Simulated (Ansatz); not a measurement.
Input and command of a plane-wave DFT calculation in Ansatz:

```yaml
crystal:
  lattice:
    - [9.180153, 0.010144, -0.366357]
    - [0.010144, 8.553307, -0.303106]
    - [-0.366357, -0.303106, 9.195481]
  atoms:
    - { symbol: Na, position: [0.9659601627, 0.4139509148, 0.3572485236] }
    - { symbol: Na, position: [0.4550946849, 0.8763824321, 0.8038989877] }
    - { symbol: Na, position: [0.6758811214, 0.7098328308, 0.2443977472] }
    - { symbol: Na, position: [0.3256679251, 0.4215660187, 0.1189927152] }
    - { symbol: Na, position: [0.1941243814, 0.9110967281, 0.3511220393] }
    - { symbol: Na, position: [0.0690632443, 0.1527455456, 0.597602682] }
    - { symbol: Na, position: [0.7528677189, 0.1370433168, 0.0494830203] }
    - { symbol: Na, position: [0.8151164764, 0.863206589, 0.6422070573] }
    - { symbol: Na, position: [0.717209979, 0.4553878356, 0.8478004525] }
    - { symbol: Na, position: [0.1149934699, 0.5022940491, 0.7644558594] }
    - { symbol: Na, position: [0.506169346, 0.2479317538, 0.4952842768] }
    - { symbol: Na, position: [0.0497174947, 0.9236899098, 0.9842214844] }
    - { symbol: Cl, position: [0.9644522471, 0.2386948957, 0.8532196826] }
    - { symbol: Cl, position: [0.416628985, 0.5798052784, 0.896116846] }
    - { symbol: Cl, position: [0.2361542407, 0.3791026762, 0.5090831788] }
    - { symbol: Cl, position: [0.8374189288, 0.5350766634, 0.591913512] }
    - { symbol: Cl, position: [0.7861127449, 0.8463529766, 0.9704323703] }
    - { symbol: Cl, position: [0.5470598977, 0.1849646819, 0.7880097733] }
    - { symbol: Cl, position: [0.0864908477, 0.6054578452, 0.185771198] }
    - { symbol: Cl, position: [0.1331471664, 0.8507927476, 0.6627101673] }
    - { symbol: Cl, position: [0.5453567505, 0.8954128321, 0.4635329446] }
    - { symbol: Cl, position: [0.284397096, 0.079979221, 0.1362453748] }
    - { symbol: Cl, position: [0.6356845205, 0.3641093318, 0.2333148173] }
    - { symbol: Cl, position: [0.9173284432, 0.0786042116, 0.3536949001] }
  symmetry: { detect: false }
basis:
  ecutwfc: 420
kpoints:
  mp_grid: { grid: [1, 1, 1], shift: [0.25, 0.25, 0.25] }
hamiltonian:
  xc: pbe
scf:
  occupations: { method: gaussian, width: 0.1 }
  lower_state_search: "off"
output:
  forces: true
  stress: true
  eigenvalues: true
relax:
  adjacent_minimum: "off"
  f_tol: 0.04
  max_steps: 70
  cell: { stress_tol: 0.3 }
```

```bash
ansatz run input.yaml --threads 2 --pin off --max-ram 5120MiB --backend cpu --events-out ev --progress --plain --runs-dir out
```

Processor: Arm Neoverse V1, 2 threads, on a host shared with other jobs.

Question: Estimate time, memory and problem size.

Answer: About 3.6 min on 2 threads of Arm Neoverse V1, with other jobs on the host, peak memory 0.78 GiB. It solves 120 bands at 1 k points (the mesh reduced by the symmetry that the task leaves, which can be less than the crystal's) with about 11539 plane waves (on the last cell), in 163 SCF iterations over 26 ionic steps.
